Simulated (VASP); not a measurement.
# CaB2 (P6/mmm) in VASP: a series of runs

The runs below take CaB2 through relaxation of cell and atoms, with r2SCAN+rVV10, r2SCAN.

All numbers are computed with VASP 6.6.1; they aren't measurements. Logs are shortened: lines on timing, memory, paths and dates and some standing lists are left out, and cuts for length are marked.

## (1) The structure

The structure is hexagonal, space group P6/mmm (No. 191). Conventional cell: a = 3.226 Å, b = 3.226 Å, c = 4.067 Å, α = 90.00°, β = 90.00°, γ = 120.00°. Ca (site symmetry 6/mmm) is surrounded by 12 B at 2.76 Å. Around B (site symmetry -6m2) lie 3 B at 1.86 Å.

The cell comes from a database or a generator and needn't be the stable form of this composition.

## (2) Relaxation of cell and atoms, r2SCAN+rVV10

INCAR reads:

```
SYSTEM = CaB2
ALGO = Normal
BPARAM = 11.95
CPARAM = 0.0093
EDIFF = 1E-6
EDIFFG = -0.01
ENCUT = 600
IBRION = 2
ISIF = 3
ISMEAR = -1
IVDW_NL = 2
LASPH = .True.
LCHARG = .False.
LMIXTAU = .True.
LREAL = .False.
LUSE_VDW = .True.
LWAVE = .False.
METAGGA = R2SCAN
NELM = 60
NSW = 40
PREC = Accurate
SIGMA = 0.05
```

KPOINTS reads:

```
k-points
0
Gamma
  9 9 7
  0 0 0
```

POSCAR reads:

```
CaB2
1.0
    3.2264302843      0.0000000000      0.0000000000
   -1.6132151421      2.7941705897      0.0000000000
    0.0000000000      0.0000000000      4.0673920000
Ca B
1 2
Direct
    0.0000000000      0.0000000000      0.0000000000
    0.6666666667      0.3333333333      0.5000000000
    0.3333333333      0.6666666667      0.5000000000
```

Potentials or basis: VASP PAW PBE potentials, release 64 (Ca_sv, B).

Started as:

```console
> cat potpaw_PBE.64/Ca_sv/POTCAR potpaw_PBE.64/B/POTCAR > POTCAR
> mpirun -np 1 vasp_std > vasp.out
```

OUTCAR:

```text
SYSTEM = CaB2
   BPARAM = 11.95
   EDIFF = 1E-6
   EDIFFG = -0.01
   ENCUT = 600
   IBRION = 2
   ISIF = 3
   ISMEAR = -1
   IVDW_NL = 2
   LASPH = .True.
   LREAL = .False.
   METAGGA = R2SCAN
   NELM = 60
   NSW = 40
   PREC = Accurate

 ion  position               nearest neighbor table
   1  0.000  0.000  0.000-
   2  0.667  0.333  0.500-   3 1.86   3 1.86   3 1.86
   3  0.333  0.667  0.500-   2 1.86   2 1.86   2 1.86

  LATTYP: Found a hexagonal cell.
 ALAT       =     3.2264302843
 C/A-ratio  =     1.2606477257

  Lattice vectors:

 A1 = (   3.2264302843,   0.0000000000,   0.0000000000)
 A2 = (  -1.6132151421,   2.7941705897,   0.0000000000)
 A3 = (   0.0000000000,   0.0000000000,   4.0673920000)

Analysis of symmetry for initial positions (statically):
=====================================================================
 Subroutine PRICEL returns:
 Original cell was already a primitive cell.

 Routine SETGRP: Setting up the symmetry group for a
 hexagonal supercell.

 Subroutine GETGRP returns: Found 24 space group operations
 (whereof 24 operations were pure point group operations)
 out of a pool of 24 trial point group operations.

The static configuration has the point symmetry D_6h.

Analysis of symmetry for dynamics (positions and initial velocities):
=====================================================================
 Subroutine PRICEL returns:
 Original cell was already a primitive cell.

 Routine SETGRP: Setting up the symmetry group for a
 hexagonal supercell.

 Subroutine GETGRP returns: Found 24 space group operations
 (whereof 24 operations were pure point group operations)
 out of a pool of 24 trial point group operations.

The dynamic configuration has the point symmetry D_6h.

 Subroutine INISYM returns: Found 24 space group operations
 (whereof 24 operations are pure point group operations),
 and found     1 'primitive' translations

----------------------------------------------------------------------------------------

                                     Primitive cell

  volume of cell :      36.6683

  direct lattice vectors                    reciprocal lattice vectors
     3.226430284  0.000000000  0.000000000     0.309940061  0.178943978  0.000000000
    -1.613215142  2.794170590  0.000000000     0.000000000  0.357887956  0.000000000
     0.000000000  0.000000000  4.067392000     0.000000000  0.000000000  0.245857788

  length of vectors
     3.226430284  3.226430284  4.067392000     0.357887956  0.357887956  0.245857788

  position of ions in fractional coordinates (direct lattice)
     0.000000000  0.000000000  0.000000000
     0.666666667  0.333333333  0.500000000
     0.333333333  0.666666667  0.500000000

  ion indices of the primitive-cell ions
   primitive index   ion index
                 1           1
                 2           2
                 3           3

----------------------------------------------------------------------------------------

 KPOINTS: k-points

Automatic generation of k-mesh.
 Grid dimensions read from file:
 generate k-points for:    9    9    7

 Generating k-lattice:

  Cartesian coordinates                     Fractional coordinates (reciprocal lattice)
     0.034437785  0.019882664  0.000000000     0.111111111 -0.000000000  0.000000000
     0.000000000  0.039765328  0.000000000     0.000000000  0.111111111  0.000000000
     0.000000000  0.000000000  0.035122541     0.000000000  0.000000000  0.142857143

  Length of vectors
     0.039765328  0.039765328  0.035122541

  Shift w.r.t. Gamma in fractional coordinates (k-lattice)
     0.000000000  0.000000000  0.000000000

 Subroutine IBZKPT returns following result:
 ===========================================

 Found     48 irreducible k-points:

 Following reciprocal coordinates:
            Coordinates               Weight
  0.000000  0.000000  0.000000      1.000000
  0.111111 -0.000000  0.000000      6.000000
  0.222222 -0.000000  0.000000      6.000000
  0.333333 -0.000000  0.000000      6.000000
  0.444444 -0.000000  0.000000      6.000000
  0.111111  0.111111  0.000000      6.000000
[... 16 lines left out ...]
  0.333333  0.222222  0.142857     24.000000
  0.333333  0.333333  0.142857      4.000000
 [... further k-points ...]
   k-points           NKPTS =     48   k-points in BZ     NKDIM =     48   number of bands    NBANDS=     12
   number of dos      NEDOS =    301   number of ions     NIONS =      3
   total plane-waves  NPLWV =  25088
   dimension x,y,z NGX =    28 NGY =   28 NGZ =   32
   dimension x,y,z NGXF=    56 NGYF=   56 NGZF=   64
   ions per type =               1   2
   NGX,Y,Z   is equivalent  to a cutoff of  14.43, 14.43, 13.08 a.u.
   NGXF,Y,Z  is equivalent  to a cutoff of  28.85, 28.85, 26.16 a.u.
 SYSTEM =  CaB2
   PREC   = accura    normal or accurate (medium, high low for compatibility)
   ISTART =      0    job   : 0-new  1-cont  2-samecut
   ICHARG =      2    charge: 1-file 2-atom 10-const
   ISPIN  =      1    spin polarized calculation?
   LNONCOLLINEAR =      F non collinear calculations
   LSORBIT =      F    spin-orbit coupling
   LASPH  =      T    aspherical Exc in radial PAW
   ENCUT  =  600.0 eV  44.10 Ry    6.64 a.u.   6.44  6.44  8.12*2*pi/ulx,y,z
   NELM   =     60;   NELMIN=  2; NELMDL= -5     # of ELM steps
   EDIFF  = 0.1E-05   stopping-criterion for ELM
   LREAL  =      F    real-space projection
   EDIFFG = -.1E-01   stopping-criterion for IOM
   NSW    =     40    number of steps for IOM
   IBRION =      2    ionic relax: 0-MD 1-quasi-New 2-CG
   NFREE  =      1    steps in history (QN), initial steepest desc. (CG)
   ISIF   =      3    stress and relaxation
   ISYM   =      2    0-nonsym 1-usesym 2-fastsym
   POTIM  = 0.5000    time-step for ionic-motion
   TEBEG  =    0.0;   TEEND  =   0.0 temperature during run
   PSTRESS=    0.0 pullay stress
   NELECT =      16.0000    total number of electrons
   NUPDOWN=      -1.0000    fix difference up-down
   EMIN   =  10.00;   EMAX   =-10.00  energy-range for DOS
   EFERMI =   0.00;   METHOD = LEGACY
   ISMEAR =    -1;   SIGMA  =   0.05  broadening in eV -4-tet -1-fermi 0-gaus
   EFERMI_NEDOS =   21; number of points for ismear=-14 and -15
   IALGO  =     38    algorithm
   IMIX   =      4    mixing-type and parameters
     AMIX     =   0.40;   BMIX     =  1.00
     AMIX_MAG =   1.60;   BMIX_MAG =  1.00
  volume/ion in A,a.u.               =      12.22        82.48
  Fermi-wavevector in a.u.,A,eV,Ry     =   1.241703  2.346479 20.977823  1.541826
  Thomas-Fermi vector in A             =   2.376089
   LORBIT       =      0    0 simple, 1 ext, 2 COOP (PROOUT), +10 PAW based schemes
   METAGGA = R2SCAN    functional components
   LHFCALC =     F    Hartree Fock is set to
   AEXX    =    0.0000 exact exchange contribution
   IVDW_NL    =     2    kernel type
   BPARAM     =11.9500
   IVDW    =     0    specifies the selected vdW correction
   LEPSILON=     F    determine dielectric tensor
   LRPA    =     F    only Hartree local field effects (RPA)
 conjugate gradient relaxation of ions
 non-spin polarized calculation
  energy-cutoff  :      600.00
  volume of cell :       36.67
 maximum number of plane-waves:      1252
 NGX is ok and might be reduce to    28

--------------------------------------- Ionic step        1  -------------------------------------------

 number of electron      16.0000001 magnetization

 Free energy of the ion-electron system (eV)
  ---------------------------------------------------
  ext. energy  EPLUGINS =         0.00000000
  ---------------------------------------------------
  free energy    TOTEN  =       -22.03510193 eV

  energy without entropy =      -22.02833228  energy(sigma->0) =      -22.03171711

------------------------ aborting loop because EDIFF is reached ----------------------------------------

  FORCE on cell =-STRESS in cart. coord.  units (eV):
  Direction    XX          YY          ZZ          XY          YZ          ZX
  --------------------------------------------------------------------------------------
  -------------------------------------------------------------------------------------
  Total       -0.1602896     -0.1602896      0.0372093     -0.0000000      0.0000000     -0.0000000
  in kB       -7.0036528     -7.0036528      1.6258141     -0.0000000      0.0000000     -0.0000000
  external PRESSURE =      -4.1271638 kB  Pullay stress =       0.0000000 kB

 VOLUME and BASIS-vectors are now :
 -----------------------------------------------------------------------------
  energy-cutoff  :      600.00
  volume of cell :       36.67
      direct lattice vectors                 reciprocal lattice vectors
     3.226430284  0.000000000  0.000000000     0.309940061  0.178943978  0.000000000
    -1.613215142  2.794170590  0.000000000     0.000000000  0.357887956  0.000000000
     0.000000000  0.000000000  4.067392000     0.000000000  0.000000000  0.245857788
[... 186 lines left out ...]
 POSITION                                       TOTAL-FORCE (eV/Angst)
 -----------------------------------------------------------------------------------
      0.00000     -0.00000     -0.00000         0.000000     -0.000000     -0.000000
      1.60987      0.92946      2.03467         0.000000      0.000000      0.000000
     -0.00000      1.85892      2.03467        -0.000000     -0.000000     -0.000000
 -----------------------------------------------------------------------------------
    total drift:                               -0.000000      0.000000      0.000000

  FREE ENERGIE OF THE ION-ELECTRON SYSTEM (eV)
  ---------------------------------------------------
  free  energy   TOTEN  =       -22.0354637284 eV

  energy  without entropy=      -22.0286766615  energy(sigma->0) =      -22.03207019

--------------------------------------- Ionic step        7  -------------------------------------------

 number of electron      16.0000001 magnetization

 Free energy of the ion-electron system (eV)
  ---------------------------------------------------
  ext. energy  EPLUGINS =         0.00000000
  ---------------------------------------------------
  free energy    TOTEN  =       -22.03547474 eV

  energy without entropy =      -22.02868994  energy(sigma->0) =      -22.03208234

 E-fermi :   4.7168     XC(G=0): -11.4563

 val. band max:        4.6944009464   @ k =   0.3333   0.3333   0.0000
 cond. band min:       4.7367972662   @ k =   0.4444   0.1111   0.2857
 fundamental gap:      0.0423963197
 Fermi energy:         4.7168443403

 k-point     1 :       0.0000    0.0000    0.0000
  band No.  band energies     occupation
      1     -36.7727      2.00000
      2     -16.8889      2.00000
      3     -16.6982      2.00000
      4     -16.6982      2.00000
      5      -6.4568      2.00000
      6       2.6998      2.00000
      7       5.1191      0.00064
      8       5.1191      0.00064
      9       5.3946      0.00000
     10      10.4874      0.00000
     11      10.4875      0.00000
     12      11.3893      0.00000

 k-point     2 :       0.1111   -0.0000    0.0000
  band No.  band energies     occupation
      1     -36.7596      2.00000
      2     -16.8692      2.00000
      3     -16.7951      2.00000
      4     -16.7182      2.00000
      5      -6.2313      2.00000
      6       2.7220      2.00000
      7       4.2103      1.99992
      8       4.8747      0.08157
      9       5.6670      0.00000
     10       9.8516      0.00000
     11      10.4144      0.00000
     12      11.2508      0.00000
[... 316 lines left out ...]
 k-point    24 :       0.3333    0.3333    0.1429
  band No.  band energies     occupation
      1     -36.6443      2.00000
      2     -17.2317      2.00000
      3     -17.2317      2.00000
      4     -16.7132      2.00000
      5      -1.7274      2.00000
      6      -1.7274      2.00000
      7       0.3983      2.00000
      8       4.6103      1.78773
      9       4.6103      1.78772
     10       9.2797      0.00000
     11       9.2797      0.00000
     12      11.5671      0.00000

 [... further k-points ...]

------------------------ aborting loop because EDIFF is reached ----------------------------------------

  FORCE on cell =-STRESS in cart. coord.  units (eV):
  Direction    XX          YY          ZZ          XY          YZ          ZX
  --------------------------------------------------------------------------------------
  -------------------------------------------------------------------------------------
  Total       -0.0107298     -0.0107298     -0.0027987     -0.0000000      0.0000000      0.0000000
  in kB       -0.4702758     -0.4702758     -0.1226627     -0.0000000      0.0000000      0.0000000
  external PRESSURE =      -0.3544048 kB  Pullay stress =       0.0000000 kB

 VOLUME and BASIS-vectors are now :
 -----------------------------------------------------------------------------
  energy-cutoff  :      600.00
  volume of cell :       36.56
      direct lattice vectors                 reciprocal lattice vectors
     3.219738515 -0.000000000 -0.000000000     0.310584228  0.179315887 -0.000000000
    -1.609869257  2.788375347 -0.000000000     0.000000000  0.358631775 -0.000000000
    -0.000000000  0.000000000  4.071699196     0.000000000  0.000000000  0.245597710

 POSITION                                       TOTAL-FORCE (eV/Angst)
 -----------------------------------------------------------------------------------
     -1.60987      2.78838      4.07170        -0.000000      0.000000     -0.000000
      1.60987      0.92946      2.03585        -0.000000      0.000000      0.000000
     -0.00000      1.85892      2.03585         0.000000     -0.000000     -0.000000
 -----------------------------------------------------------------------------------
    total drift:                               -0.000000      0.000000      0.000000

  FREE ENERGIE OF THE ION-ELECTRON SYSTEM (eV)
  ---------------------------------------------------
  free  energy   TOTEN  =       -22.0354747436 eV

  energy  without entropy=      -22.0286899376  energy(sigma->0) =      -22.03208234

 reached required accuracy - stopping structural energy minimisation
```

Wall time 5.7 min (1 thread of AMD EPYC 9R45 (Zen 5), shared host); peak memory 0.27 GiB.

What came out:

```
Free energy                            : -22.0355 eV
Relaxed volume                         : 12.19 Å³/atom
Relaxed cell                           : a = 3.220 Å, b = 3.220 Å, c = 4.072 Å, α = 90.00°, β = 90.00°, γ = 120.00°
Space group after relaxing (to 0.05 Å) : P6/mmm (No. 191)
Energy gained by relaxing              : 0.1 meV/atom
Ionic steps                            : 7
Pressure after relaxing                : 0.0 GPa
Band gap on the k mesh                 : none (metal or under the smearing width)
```

Step by step:
```
step  energy change (eV)  largest force (eV/Å)  pressure (GPa)  volume (Å³)
   1              0.0000                0.0000           -0.41        36.67
   2             -0.0003                0.0000            0.17        36.50
   3             -0.0004                0.0000            0.07        36.53
   4             -0.0004                0.0000            0.08        36.53
   5             -0.0003                0.0000           -0.14        36.59
   6             -0.0004                0.0000            0.05        36.53
   7             -0.0004                0.0000           -0.04        36.56
```

Final structure:
```cif
data_structure
_symmetry_space_group_name_H-M 'P 1'
_symmetry_Int_Tables_number 1
_cell_length_a 3.2197
_cell_length_b 3.2197
_cell_length_c 4.0717
_cell_angle_alpha 90.000
_cell_angle_beta 90.000
_cell_angle_gamma 120.000
_cell_volume 36.56
loop_
_atom_site_label
_atom_site_type_symbol
_atom_site_fract_x
_atom_site_fract_y
_atom_site_fract_z
_atom_site_occupancy
Ca1 Ca 0.00000 0.00000 0.00000 1
B1 B 0.66667 0.33333 0.50000 1
B2 B 0.33333 0.66667 0.50000 1
```

Caveat: the PAW data sets were made with another functional, which shifts forces and pressure a little.

(Continued in part 2 of 2.)
